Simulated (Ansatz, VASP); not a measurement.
Given: the input of a run of Ansatz 0.2.0 on Ti.

The input input.yaml:

```yaml
crystal:
  lattice:
    - [0.0, 2.0025642044, 2.0025642044]
    - [2.0025642044, 0.0, 2.0025642044]
    - [2.0025642044, 2.0025642044, 0.0]
  atoms:
    - { symbol: Ti, position: [0.0, 0.0, 0.0] }
kpoints:
  mp_grid: { grid: [11, 11, 11] }
scf:
  occupations: { method: fermi_dirac, width: 0.05 }
hamiltonian:
  xc: pbe
  pseudopotentials: { kind: all_electron, lapw: { basis_error: 0.0005 } }
output:
  forces: true
  stress: true
  eigenvalues: true
```

Potentials or basis: all-electron LAPW, scalar-relativistic.

Run with:

```sh
$ ansatz run input.yaml --threads 1 --pin off --max-ram 2560MiB --backend cpu --events-out ev --progress --plain --runs-dir out
```

Problem. Translate it to VASP 6.6.1. Potentials there: VASP PAW PBE potentials, release 64 (Ti_sv).

Solution. As run (the cutoff follows the program's own potentials):

Contents of INCAR:

```
SYSTEM = Ti
  PREC = Accurate
  ENCUT = 520
  EDIFF = 1E-7
  ISMEAR = -1
  SIGMA = 0.05
  LREAL = .False.
  LASPH = .True.
  NELM = 100
  ALGO = Fast
  ISIF = 2
  LWAVE = .False.
  LCHARG = .False.
  GGA = PE
  NBANDS = 12
```

File KPOINTS:

```
Automatic mesh
0
Gamma
  11 11 11
  0 0 0
```

POSCAR

```
Ti
1.0
    0.0000000000      2.0025642044      2.0025642044
    2.0025642044      0.0000000000      2.0025642044
    2.0025642044      2.0025642044      0.0000000000
Ti
1
Direct
    0.0000000000      0.0000000000      0.0000000000
```

Potentials or basis: VASP PAW PBE potentials, release 64 (Ti_sv).

Command:

```sh
$ cat potpaw_PBE.64/Ti_sv/POTCAR > POTCAR
$ mpirun -np 1 vasp_std > vasp.out
```

Both were run:

|  | VASP | Ansatz | Ansatz less VASP |
| --- | --- | --- | --- |
| gap on the k mesh at the Fermi level (eV) | none | none | - |
| pressure (GPa) | 9.1 | 9.5 | +0.41 |

A gap of «none» marks a metal or a gap that the smearing closes. Ansatz ran all-electron here, so the differences hold the error of VASP's frozen core and of both bases.
